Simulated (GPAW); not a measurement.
Crystal: NaF (Villiaumite).

```
Na F
1.0
     0.00000    2.32000    2.32000
     2.32000    0.00000    2.32000
     2.32000    2.32000    0.00000
Na F
1 1
Direct
  0.00000 0.00000 0.00000
  0.50000 0.50000 0.50000
```

Base run:

| Quantity | Value |
| --- | --- |
| Program | GPAW 26.7.0 |
| Functional | PBE |
| Potentials or basis | GPAW PAW data sets (gpaw-data 1.2.1) |
| Cutoff | 600 eV |
| Basis | pw |
| k mesh | 8 × 8 × 8 |
| Occupations | fermi-dirac, width 0.05 eV |
| Spin | no spin polarisation |

Its results: band gap on the k mesh 6.31 eV, direct; pressure 1.8 GPa.

Task: The run is repeated on the same cell with these changes: functional from PBE to r2SCAN; cutoff from 600 eV to 800 eV; k mesh from 8 × 8 × 8 to 10 × 10 × 10. What comes out?

Result: Band gap on the k mesh 7.11 eV, direct; pressure -2.4 GPa.

Several settings changed at once, so the effect can't be laid on one alone.

Caveats: the cutoff is short for stress and forces, so pressures can be off by a GPa or more (some runs); the PAW data sets were made with another functional, which shifts forces and pressure a little (some runs).
